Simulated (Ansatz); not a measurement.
## Rb: one input, then a changed one

Structure: COD 9012874, as refined from experiment and not relaxed. The listed cell was then made from it by scaling, straining or moving an atom.

First run: DFT, PBE, all-electron LAPW, scalar-relativistic (Ansatz 0.2.0).

Command: `ansatz run input.yaml --threads 1 --pin off --max-ram 2048MiB --backend cpu --events-out ev --progress --plain --runs-dir out` The run took about 1.9 s on 1 thread of a shared machine.

```yaml
crystal:
  lattice:
    - [-2.8201361097, 2.8201361097, 2.77794]
    - [2.8201361097, -2.8201361097, 2.77794]
    - [2.8201361097, 2.8201361097, -2.77794]
  atoms:
    - { symbol: Rb, position: [0.0, 0.0, 0.0] }
kpoints:
  mp_grid: { grid: [8, 8, 8] }
scf:
  occupations: { method: fermi_dirac, width: 0.05 }
hamiltonian:
  xc: pbe
  pseudopotentials: { kind: all_electron, lapw: { basis_error: 0.001 } }
output:
  forces: true
  stress: true
  eigenvalues: true
```

Result: converged; pressure 0.10 GPa; 7 SCF iterations.

A second input differs as follows:

```diff
@@ -10,4 +10,5 @@
 scf:
   occupations: { method: fermi_dirac, width: 0.05 }
+  max_iter: 50
 hamiltonian:
   xc: pbe
@@ -17,3 +18,4 @@
   stress: true
   eigenvalues: true
+ENCUT: 60
```

Problem. What is wrong with it, and what does the program do?

Solution. The fault is a keyword of another program. The run refused before any iteration. The log ends:
```
Error: YAML parse error: error: line 20 column 1: unknown field `ENCUT`, expected one of crystal, accuracy, basis, kpoints, hamiltonian, magnetization, projection, total_charge, correlation, batch, efield, external_charges, scf, relax, neb, saddle, md, ramp, phonons, dielectric, real_time, elastic, magnetic_configurations, gw, evaluate, workflow, output, checkpoint, execution
  --> <input>:20:1
   |
18 |   stress: true
19 |   eigenvalues: true
20 | ENCUT: 60
   | ^ unknown field `ENCUT`, expected one of crystal, accuracy, basis, kpoints, hamiltonian, magnetization, projection, total_charge, correlation, batch, efield, external_charges, scf, relax, neb, saddle, md, ramp, phonons, dielectric, real_time, elastic, magnetic_configurations, gw, evaluate, workflow, output, checkpoint, execution
```
